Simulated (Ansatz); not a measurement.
Here is an Ansatz 0.2.0 calculation.

File input.yaml:

```yaml
crystal:
  lattice:
    - [3.1976457435, 0.0, 0.0]
    - [-1.5988228718, 2.7692424462, 0.0]
    - [0.0, 0.0, 5.22870971]
  atoms:
    - { symbol: Co, position: [0.3333333333, 0.6666666667, 0.50336241], spin: 2.0 }
    - { symbol: Co, position: [0.0, 0.0, 0.00347414], spin: 2.0 }
    - { symbol: O, position: [0.3333333333, 0.6666666667, 0.8715556] }
    - { symbol: O, position: [0.0, 0.0, 0.37160885] }
hamiltonian:
  xc: pbesol
  pseudopotentials: { kind: paw }
magnetization:
  spin_polarized: true
kpoints:
  mp_grid: { grid: [8, 8, 6] }
scf:
  occupations: { method: fermi_dirac, width: 0.05 }
phonons:
  method: dfpt
```

Potentials or basis: Ansatz PAW.

Launch:

```bash
$ ansatz run input.yaml --threads 2 --pin off --max-ram 5632MiB --backend cpu --events-out ev --progress --plain --runs-dir out
```

Question: What does it give for the highest phonon frequency at Γ?

Answer: 476 cm⁻¹.

Question: Estimate the net moment.

Answer: 0.00 μB per cell.

Question: Predict the band gap on the k mesh.

Answer: None (metal or under the smearing width).

Question: Predict the site moments.

Answer: Co +2.08, -2.08; O -0.16, +0.16 μB.

Phonon frequencies in cm⁻¹ (negative: imaginary):
```tsv
q point	frequencies
(0.000, 0.000, 0.000)	0 0 0 63 63 210 270 270 313 313 396 476
```

Caveat: semilocal functionals often make such compounds metallic where correlation or magnetic order opens a gap, which also shifts bond lengths. With open d or f shells a metallic result of PBEsol can be an artefact of self-interaction; +U or a hybrid may open a gap.
